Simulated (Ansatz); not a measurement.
**interstitial Ga in GaAs: molecular dynamics, part 1 of 3**

Purpose: to see whether the interstitial stays in its void or moves on. The start is relaxed first. Runs: 170 steps of 4.5 fs at constant energy, with velocities drawn for 1200 K; 180 steps of 3 fs at constant energy, with velocities drawn for 840 K. The host cell (F-43m) has 16 atoms; the extra atom is the last.

All numbers below are computed with Ansatz 0.2.0 (DFT PBE, plane waves, PAW, scalar-relativistic, no spin polarisation).

1 further run of the same task is left out (it didn't finish).

## 1. The system as given

The cell holds 17 atoms (As8Ga9): a = 8.132 Å, b = 8.132 Å, c = 8.132 Å, α = 60.00°, β = 60.00°, γ = 60.00°.

The coordinates stand in the first input below.

## 2. Relaxing the start

Input file input.yaml:

```yaml
accuracy: low
crystal:
  lattice:
    - [0.0, 5.750182, 5.750182]
    - [5.750182, 0.0, 5.750182]
    - [5.750182, 5.750182, 0.0]
  atoms:
    - { symbol: Ga, position: [0.0, 0.0, 0.0] }
    - { symbol: As, position: [0.125, 0.125, 0.125] }
    - { symbol: Ga, position: [0.0, 0.0, 0.5] }
    - { symbol: As, position: [0.125, 0.125, 0.625] }
    - { symbol: Ga, position: [0.0, 0.5, 0.0] }
    - { symbol: As, position: [0.125, 0.625, 0.125] }
    - { symbol: Ga, position: [0.0, 0.5, 0.5] }
    - { symbol: As, position: [0.125, 0.625, 0.625] }
    - { symbol: Ga, position: [0.5, 0.0, 0.0] }
    - { symbol: As, position: [0.625, 0.125, 0.125] }
    - { symbol: Ga, position: [0.5, 0.0, 0.5] }
    - { symbol: As, position: [0.625, 0.125, 0.625] }
    - { symbol: Ga, position: [0.5, 0.5, 0.0] }
    - { symbol: As, position: [0.625, 0.625, 0.125] }
    - { symbol: Ga, position: [0.5, 0.5, 0.5] }
    - { symbol: As, position: [0.625, 0.625, 0.625] }
    - { symbol: Ga, position: [0.2524385, 0.7542722, 0.2407989] }
basis:
  ecutwfc: 420.0
kpoints:
  mp_grid: { grid: [2, 2, 2] }
hamiltonian:
  xc: pbe
scf:
  occupations: { method: fermi_dirac, width: 0.15 }
  lower_state_search: "off"
relax:
  f_tol: 0.08
  max_steps: 25
  adjacent_minimum: "off"
```

Run with:

```sh
ansatz run input.yaml --threads 2 --pin off --max-ram 5120MiB --backend cpu --events-out ev --progress --plain --runs-dir out
```

Log:

```text
Warning: RAYON_NUM_THREADS=2 ignored (pool sized by the plan → 2); use --threads N
band count auto-derived: 146 (N_el = 237.0; filled up to band 119; 143 by the electrons, moments and atoms)
Engine: ansatz 0.2.0, x86_64-unknown-linux-gnu
Pseudopotentials: kind: paw
Pseudopotential: Ga, paw, valence charge 13, recommended cutoff 420 eV (normal), Ga.paw.azcp
Pseudopotential: As, paw, valence charge 15, recommended cutoff 420 eV (normal), As.paw.azcp
Functional definition: PBE
  parameter kappa = 0.804
  parameter beta = 0.06672455060314922
  exchange = pbe_x(kappa = kappa, mu = beta*pi^2/3)
  correlation = pbe_c(beta = beta)
Crystal: 17 atoms, lattice volume = 380.255 Å³
Basis set: ecut = 420 eV, 7391 PW (Γ), exchange–correlation on 120×120×120 points (8 copies of the dense FFT grid, shifted against one another)
Bands: 146, of which v1, the nominal top of the filled ones, is band 119 counted from 1 (118 counted from 0)
Symmetry: 1 space group operations
Space group: P1 (ITA 1), of the structure as read, at distance tolerance 7.2e-5 Å
k-points: 8
Non-local potential: Ga, projectors of the file, l = 0: 2, l = 1: 2, l = 2: 3, l = 3: 1
Non-local potential: As, projectors of the file, l = 0: 2, l = 1: 2, l = 2: 3, l = 3: 1
PAW form: soft (Blöchl's): semilocal exchange-correlation on the pseudo side does not see the compensation charge
PAW one-centre angular grid: Ga, 590 points (default); XC on 64 Gauss nodes
PAW one-centre angular grid: As, 590 points (default); XC on 64 Gauss nodes
Initial density: superposition of atomic densities (neutral atoms: chi_scale 0, normalization atom), corrected by the library's trained network
Initial wavefunctions: pseudopotential atomic-orbital guess
Functional: x = pbe(κ = 0.804, μ = 0.2195149727645171), c = pbe(β = 0.06672455060314922)
SCF iter   1: F=—  HF=-72898.290033 eV  |F-HF|=—  |Δ(HF+E_count)|=         —  Δρ=3.03e-3  dr2=6.64e-2  ethr=1.77e-3  ⟨swp⟩=5.8  Hψ=4033  notcnv=0  defer=2
preconditioner: auto → LDOS  [metal: Δε(μ)=0.360 eV  Ē_g=14.851 eV  σ=0.150 eV  W_gap=0.43  n_scr=112 (ndim 8)  ℏωp=23.9 eV  f_vac=0.097  D(μ)=4.05/eV (n_scr^D=14)  β→1.0]
SCF iter   2: F=—  HF=-72898.266167 eV  |F-HF|=—  |Δ(HF+E_count)|=   2.39e-2  Δρ=2.16e-3  dr2=1.22e-2  ethr=2.80e-5  ⟨swp⟩=2.0  Hψ=1980  notcnv=0  defer=5
SCF iter   3: F=—  HF=-72898.262762 eV  |F-HF|=—  |Δ(HF+E_count)|=   3.41e-3  Δρ=9.93e-4  dr2=3.50e-3  ethr=5.14e-6  ⟨swp⟩=2.0  Hψ=2109  notcnv=0  defer=5
SCF iter   4: F=—  HF=-72898.259719 eV  |F-HF|=—  |Δ(HF+E_count)|=   3.04e-3  Δρ=3.07e-4  dr2=5.03e-4  ethr=1.48e-6  ⟨swp⟩=2.0  Hψ=1785  notcnv=0  defer=5
SCF iter   5: F=—  HF=-72898.259414 eV  |F-HF|=—  |Δ(HF+E_count)|=   3.04e-4  Δρ=8.79e-5  dr2=3.67e-5  ethr=2.12e-7  ⟨swp⟩=2.0  Hψ=2108  notcnv=0  defer=5
SCF iter   6: F=-72898.259392 eV  HF=-72898.259393 eV  |F-HF|=1.10e-6  |Δ(HF+E_count)|=   2.15e-5  Δρ=2.04e-5  dr2=1.15e-6  ethr=1.55e-8  ⟨swp⟩=4.0  Hψ=3396  notcnv=0
SCF 1 converged in 6 iterations: F = -72898.259392 eV  dr2 = 1.15e-6
relax step   1: F+E_penalty+E_count = -72898.25939175 eV  Δ(F+E_penalty+E_count) = +0.000e0 eV  max|allowed force component| = 9.515e-1 eV/Å  Δτ_max = 0.0000 Å  (6 SCF iters, dr2 threshold 1.00e-4 eV, accepted)
Initial density: handed on by an earlier stage of this run
Initial wavefunctions: those handed on with the density
iter 1 solved again at ethr=5.44e-5 eV; its pass at ethr=3.10e-3 eV (dr2=1.29e-1 eV) is discarded
SCF iter   1: F=—  HF=-72898.596657 eV  |F-HF|=—  |Δ(HF+E_count)|=         —  Δρ=6.68e-3  dr2=1.27e-1  ethr=5.44e-5  ⟨swp⟩=1.0  Hψ=3762  notcnv=0  defer=11
preconditioner: auto → LDOS  [metal: Δε(μ)=0.126 eV  Ē_g=14.841 eV  σ=0.150 eV  W_gap=0.20  n_scr=112 (ndim 8)  ℏωp=23.9 eV  f_vac=0.092  D(μ)=3.63/eV (n_scr^D=14)  β→1.0]
SCF iter   2: F=—  HF=-72898.593187 eV  |F-HF|=—  |Δ(HF+E_count)|=   3.47e-3  Δρ=2.61e-3  dr2=8.25e-2  ethr=5.36e-5  ⟨swp⟩=2.1  Hψ=2088  notcnv=0  defer=11
SCF iter   3: F=—  HF=-72898.573711 eV  |F-HF|=—  |Δ(HF+E_count)|=   1.95e-2  Δρ=6.73e-4  dr2=4.95e-3  ethr=3.48e-5  ⟨swp⟩=2.0  Hψ=1749  notcnv=0  defer=11
SCF iter   4: F=—  HF=-72898.572622 eV  |F-HF|=—  |Δ(HF+E_count)|=   1.09e-3  Δρ=1.46e-4  dr2=1.56e-4  ethr=2.09e-6  ⟨swp⟩=2.0  Hψ=1793  notcnv=0  defer=8
SCF iter   5: F=-72898.572596 eV  HF=-72898.572617 eV  |F-HF|=2.02e-5  |Δ(HF+E_count)|=   5.89e-6  Δρ=6.33e-5  dr2=1.45e-5  ethr=2.39e-8  ⟨swp⟩=3.0  Hψ=4468  notcnv=0
SCF 2 converged in 5 iterations: F = -72898.572596 eV  dr2 = 1.45e-5
relax step   2: F+E_penalty+E_count = -72898.57259638 eV  Δ(F+E_penalty+E_count) = -3.132e-1 eV  max|allowed force component| = 1.366e-1 eV/Å  Δτ_max = 0.0840 Å  (5 SCF iters, dr2 threshold 5.66e-5 eV, accepted)
SCF iter   1: F=—  HF=-72898.583894 eV  |F-HF|=—  |Δ(HF+E_count)|=         —  Δρ=6.68e-4  dr2=1.03e-3  ethr=1.44e-5  ⟨swp⟩=3.2  Hψ=2008  notcnv=0  defer=12
preconditioner: auto → LDOS  [metal: Δε(μ)=0.140 eV  Ē_g=14.829 eV  σ=0.150 eV  W_gap=0.22  n_scr=112 (ndim 8)  ℏωp=23.9 eV  f_vac=0.092  D(μ)=3.62/eV (n_scr^D=14)  β→1.0]
SCF iter   2: F=—  HF=-72898.583874 eV  |F-HF|=—  |Δ(HF+E_count)|=   2.03e-5  Δρ=2.27e-4  dr2=2.47e-4  ethr=4.36e-7  ⟨swp⟩=2.0  Hψ=2296  notcnv=0  defer=12
SCF iter   3: F=—  HF=-72898.583796 eV  |F-HF|=—  |Δ(HF+E_count)|=   7.84e-5  Δρ=1.11e-4  dr2=6.13e-5  ethr=1.04e-7  ⟨swp⟩=2.0  Hψ=2124  notcnv=0  defer=12
SCF iter   4: F=—  HF=-72898.583740 eV  |F-HF|=—  |Δ(HF+E_count)|=   5.51e-5  Δρ=1.82e-5  dr2=2.33e-6  ethr=2.59e-8  ⟨swp⟩=2.0  Hψ=1791  notcnv=0  defer=12
SCF iter   5: F=—  HF=-72898.583740 eV  |F-HF|=—  |Δ(HF+E_count)|=   4.35e-7  Δρ=6.36e-6  dr2=1.52e-7  ethr=9.82e-10  ⟨swp⟩=2.0  Hψ=2118  notcnv=0  defer=12
SCF iter   6: F=-72898.583740 eV  HF=-72898.583740 eV  |F-HF|=1.89e-9  |Δ(HF+E_count)|=   4.83e-8  Δρ=1.38e-6  dr2=1.04e-8  ethr=4.22e-11  ⟨swp⟩=4.0  Hψ=3740  notcnv=0
SCF 3 converged in 6 iterations: F = -72898.583740 eV  dr2 = 1.04e-8
relax step   3: F+E_penalty+E_count = -72898.58374001 eV  Δ(F+E_penalty+E_count) = -1.114e-2 eV  max|allowed force component| = 3.794e-2 eV/Å  Δτ_max = 0.0148 Å  (6 SCF iters, accepted)
SCF converged after 6 iterations
Free energy (F): -72898.583740 eV
Harris-Foulkes:  -72898.583740 eV  (|F-HF|=1.89e-9)
Internal energy: -72898.318204 eV  (E = F + TS)
E sigma→0 (E₀):  -72898.450972 eV
Entropy (-TS):   -0.265536 eV (-15.620 meV/atom)
Fermi energy:    8.937094 eV
--- Per-component energies (eV) ---
  E_band       = -2521.952378
  E_kinetic    = 1875.085894
  E_local      = -33485.907001  (includes V_loc(G=0)·N_el)
  E_nonlocal   = -1548.668097
  E_hartree    = 16813.788723
  E_xc         = -1261.150344
  E_vxc        = -1162.607755  (∫ρ·V_xc dr)
  E_paw        = -32571.079359  (= ΣΔE_a)
  E_vpaw       = -1827.431690  (= ΣTr[D̂ρ^β])
  E_aug_tail   = -0.000970  (compensation charges beyond the density's cutoff)
  E_ewald      = -22720.387050
  E_smearing   = -0.265536  (= −TS)
  E_closure    = -0.000000  (closes the sum)
  Σ components = -72898.583740   (vs F -72898.583740, Δ=0.00e0)
--- Forces (eV/Å), atoms counted from 1 ---
  atom   1  Ga     0.00188819     0.02977780     0.00128716
  atom   2  As     0.01758691    -0.03793984     0.03784036
  atom   3  Ga    -0.01191931    -0.01072198     0.01072870
  atom   4  As     0.00808841    -0.00428413    -0.00877579
  atom   5  Ga     0.00650917     0.00902139    -0.00894993
  atom   6  As    -0.03348158    -0.03692282    -0.01382988
  atom   7  Ga    -0.00924891    -0.00904798     0.00874402
  atom   8  As     0.01835014     0.01548991    -0.01557012
  atom   9  Ga     0.00193771    -0.00132985    -0.02969614
  atom  10  As    -0.00930427    -0.00862239     0.00864171
  atom  11  Ga    -0.00065869    -0.00085789     0.00085054
  atom  12  As     0.00806608     0.00877359     0.00428131
  atom  13  Ga     0.02684425     0.00035848    -0.00045065
  atom  14  As    -0.03345879     0.01372791     0.03680048
  atom  15  Ga    -0.00919979    -0.00865158     0.00900544
  atom  16  As    -0.00418346     0.00800447    -0.00798451
  atom  17  Ga     0.02219513     0.03324002    -0.03293778
  max |Σ_I F_I| component: 1.51e-5 eV/Å
--- Relaxed structure (3 steps of the walk, 3 accepted, 0 SCFs on fresh bases) ---
  F+E_penalty+E_count = -72898.58374001 eV   max|allowed force component| = 3.794e-2 eV/Å
  atoms:
    - { symbol: Ga, position: [-0.007207072496873548, 0.007123470356876393, -0.0070470151573275835] }
    - { symbol: As, position: [0.12175055707765767, 0.13449054059743668, 0.12201044186118812] }
    - { symbol: Ga, position: [-0.006560424756788945, 0.006641251874283744, 0.5064798846647895] }
    - { symbol: As, position: [0.12838566494476086, 0.12403337677478041, 0.623631665332511] }
    - { symbol: Ga, position: [0.0006306704093402282, 0.5010592057499741, -0.0023328710334973024] }
    - { symbol: As, position: [0.12190435347743256, 0.6218356946329785, 0.12210157126095045] }
    - { symbol: Ga, position: [-0.006437257452349049, 0.4935540093967299, 0.5063554652425608] }
    - { symbol: As, position: [0.12277725328564387, 0.622767881919992, 0.6316777547115264] }
    - { symbol: Ga, position: [0.5071283381179403, 0.007121105826245977, -0.0070445714274811055] }
    - { symbol: As, position: [0.6235622352204122, 0.12361553123120894, 0.129258625110435] }
    - { symbol: Ga, position: [0.4997933870008967, -0.0003513956695654352, 0.5007688037799211] }
    - { symbol: As, position: [0.623949244019055, 0.12403581570325545, 0.6236329458543226] }
    - { symbol: Ga, position: [0.5070407465651058, 0.49287598143002864, -0.006957369601959917] }
    - { symbol: As, position: [0.6341484779124014, 0.621840403977691, 0.12210417128808582] }
    - { symbol: Ga, position: [0.506524384278862, 0.4935576710922866, 0.5063518611845111] }
    - { symbol: As, position: [0.6240299644997669, 0.6282581432170113, 0.6236794731278839] }
    - { symbol: Ga, position: [0.25101797789673547, 0.7518135118887852, 0.24612806380157948] }
```

Run time: 18 s. Hardware: 2 threads of Intel Xeon 6975P-C (Granite Rapids), shared host; peak memory 1.1 GiB.

Relaxation path:

| step | energy from step 1 (eV/cell) | largest force component (eV/Å) |
| --- | --- | --- |
| 1 | 0.0000 | 0.9515 |
| 2 | -0.3132 | 0.1366 |
| 3 | -0.3243 | 0.0379 |

Step 1 is the start.

The largest move, 0.08 Å, is shared by several atoms, Ga1 among them.

## 3. Run 1

170 steps of 4.5 fs at constant energy, with velocities drawn for 1200 K, from the relaxed start.

Input file input.yaml:

```yaml
accuracy: low
crystal:
  lattice:
    - [0.0, 5.750182, 5.750182]
    - [5.750182, 0.0, 5.750182]
    - [5.750182, 5.750182, 0.0]
  atoms:
    - { symbol: Ga, position: [-0.00720707, 0.00712347, -0.00704702] }
    - { symbol: As, position: [0.12175056, 0.13449054, 0.12201044] }
    - { symbol: Ga, position: [-0.00656042, 0.00664125, 0.50647988] }
    - { symbol: As, position: [0.12838566, 0.12403338, 0.62363167] }
    - { symbol: Ga, position: [0.00063067, 0.50105921, -0.00233287] }
    - { symbol: As, position: [0.12190435, 0.62183569, 0.12210157] }
    - { symbol: Ga, position: [-0.00643726, 0.49355401, 0.50635547] }
    - { symbol: As, position: [0.12277725, 0.62276788, 0.63167775] }
    - { symbol: Ga, position: [0.50712834, 0.00712111, -0.00704457] }
    - { symbol: As, position: [0.62356224, 0.12361553, 0.12925863] }
    - { symbol: Ga, position: [0.49979339, -0.0003514, 0.5007688] }
    - { symbol: As, position: [0.62394924, 0.12403582, 0.62363295] }
    - { symbol: Ga, position: [0.50704075, 0.49287598, -0.00695737] }
    - { symbol: As, position: [0.63414848, 0.6218404, 0.12210417] }
    - { symbol: Ga, position: [0.50652438, 0.49355767, 0.50635186] }
    - { symbol: As, position: [0.62402996, 0.62825814, 0.62367947] }
    - { symbol: Ga, position: [0.25101798, 0.75181351, 0.24612806] }
basis:
  ecutwfc: 420.0
kpoints:
  mp_grid: { grid: [2, 2, 2] }
hamiltonian:
  xc: pbe
scf:
  occupations: { method: fermi_dirac, width: 0.15 }
  lower_state_search: "off"
md:
  timestep: 4.5
  n_steps: 170
  ensemble: nve
  temperature: 1200.0
  initial_velocities: maxwell_boltzmann
  seed: 813794
```

Run with:

```sh
ansatz run input.yaml --threads 2 --pin off --max-ram 5120MiB --backend cpu --events-out ev --progress --plain --runs-dir out
```

Log, shortened:

```text
Warning: md: disabling space-group detection — thermal motion breaks the input geometry's symmetry, so no spatial operation reduces the k-mesh or symmetrises the density; time reversal is kept, so that k and −k are solved as one point where they differ and the mesh holds both, and exact [...]
Warning: RAYON_NUM_THREADS=2 ignored (pool sized by the plan → 2); use --threads N
band count auto-derived: 146 (N_el = 237.0; filled up to band 119; 143 by the electrons, moments and atoms)
[...]
[... 2 set-up lines as earlier in the session ...]
[...]
md step    20: t =    90.00 fs  T =   694.4 K  F+E_penalty+E_count = -72897.53068412 eV  E_kin = 1.436107 eV  conserved = -72896.09457719 eV  (7 SCF iters)
[...]
md step    30: t =   135.00 fs  T =   402.5 K  F+E_penalty+E_count = -72896.92564963 eV  E_kin = 0.832451 eV  conserved = -72896.09319849 eV  (7 SCF iters)
[...]
md step    40: t =   180.00 fs  T =   452.8 K  F+E_penalty+E_count = -72897.02980905 eV  E_kin = 0.936451 eV  conserved = -72896.09335844 eV  (7 SCF iters)
md step    41: t =   184.50 fs  T =   467.7 K  F+E_penalty+E_count = -72897.06134857 eV  E_kin = 0.967241 eV  conserved = -72896.09410729 eV  (4 SCF iters)
```

(Continued in part 2 of 3.)
